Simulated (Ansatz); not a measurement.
**Ta started midway between two neighbours in cubic perovskite KTaO3, 41 atoms, charge +1**

All numbers come from Ansatz (PAW, plane waves, no spin–orbit coupling) at the single k point (¼, ¼, ¼) without its symmetry partners. The atoms were relaxed with PBEsol in a fixed cell; other functionals are single points on those atoms unless said otherwise. The valence top and gap of the host come from its small cell on a dense mesh, with the band extrema sought between the mesh points, lined up by the mean potential, PBEsol gap 2.13 eV, HSE06 gap 3.59 eV. The charge correction uses an assumed dielectric constant of 200.

Cell: a = 7.971 Å, b = 7.971 Å, c = 7.971 Å, α = 90.00°, β = 90.00°, γ = 90.00°.

Nearest atoms after relaxation, from the placed atom (for vacancies from the middle of the vacant sites): O at 1.91 Å, O at 2.11 Å, O at 2.12 Å, O at 2.16 Å, O at 2.16 Å, K at 2.35 Å, Ta at 2.55 Å, Ta at 2.59 Å.

Chemical potentials μ are those of reference phases of the elements at zero temperature by the same functional (the usual solids, diamond for C, grey Sn, and the molecules H2, N2, O2, F2, Cl2, Br2 and S8).

```
functional  E(defect) − E(host) − Σ nμ + q·E_VBM (eV)  monopole (eV)  alignment (eV)  formation energy at E_F = VBM (eV)  moment (μB)                         wall time, shared host
    PBEsol                                       3.63           0.01            0.70                                4.34  0 (no spin)  48 s on 7 threads of Neoverse-V2 (relaxation)
```

**Question.** Estimate the formation energy and moment that HSE06 gives on these atoms.

**Answer.** 4.17 eV at E_F = VBM (3.48 eV before the monopole term 0.01 eV and the alignment 0.68 eV), moment 0 (no spin).

**Question.** How does the monopole term follow by hand for this cubic cell?

**Answer.** q²·α·e²/(4πε₀)/(2εL) with the Madelung constant α = 2.837 and e²/4πε₀ = 14.40 eV·Å: 1 × 2.837 × 14.40 / (2 × 200 × 7.971) = 0.01 eV.

HSE06 one-electron levels near the gap (the ten most localised at most), from the host's valence top, not corrected for the charge's images:

| level (eV) | spin | filling | atoms sharing it | element of the atom with most weight |
| --- | --- | --- | --- | --- |
| -0.30 | both | 2.00 | 14.5 | spread |
| -0.26 | both | 2.00 | 15.1 | spread |
| -0.17 | both | 2.00 | 15.7 | spread |
| 2.78 | both | 2.00 | 7.0 | Ta |
| 3.67 | both | 2.00 | 8.3 | Ta |

The charge sits partly or wholly in a band of the host, at the cell's one k point and not at the band edge, so the formation energy is too high and the charge correction doesn't apply as it stands.

The runs had no spin polarisation though PBEsol leaves holes or close levels at the Fermi level; a state of higher spin may be lower.

All elements are taken at their own reference at once; growth conditions in equilibrium with the host shift these energies, by up to the host's formation enthalpy.

The ideal cubic host may itself distort, and that gain is in these energies.

One k point and a cell of this size can leave errors of several tenths of an eV in such numbers.
